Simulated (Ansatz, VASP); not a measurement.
HfN: VASP beside Ansatz

```xyz
2
Lattice="2.8437 0.0000 0.0000 0.0000 2.8437 0.0000 0.0000 0.0000 2.8437" Properties=species:S:1:pos:R:3 pbc="T T T"
Hf    1.4219    1.4219    1.4219
N     0.0000    0.0000    0.0000
```

The cell was built by a generator and needn't be a form met in nature.

Alike in both runs: task single point; functional PBE; k mesh 9 × 9 × 9; occupations fermi-dirac, width 0.05 eV; no spin polarisation.

|  | VASP | Ansatz |
| --- | --- | --- |
| version | VASP 6.6.1 | Ansatz 0.2.0 |
| potentials or method | VASP PAW PBE potentials, release 64 (Hf_pv, N) | Ansatz PAW |
| plane-wave cutoff (eV) | 520 | 420 |
| valence electrons in the cell | 15 | 31 |

```csv
,VASP,Ansatz,Ansatz less VASP
gap on the k mesh at the Fermi level (eV),none,none,-
pressure (GPa),-6.8,-4.3,+2.49
```

A gap of «none» marks a metal or a gap that the smearing closes. With one functional, cell and mesh, what is left measures potentials, basis and numerics. The two sets of potentials don't hold the same shells in valence.

Caveats: the pressure holds a Pulay correction of +0.4 GPa for the finite cutoff (Ansatz). The runs have no spin-orbit coupling, so splittings on Hf are missing.
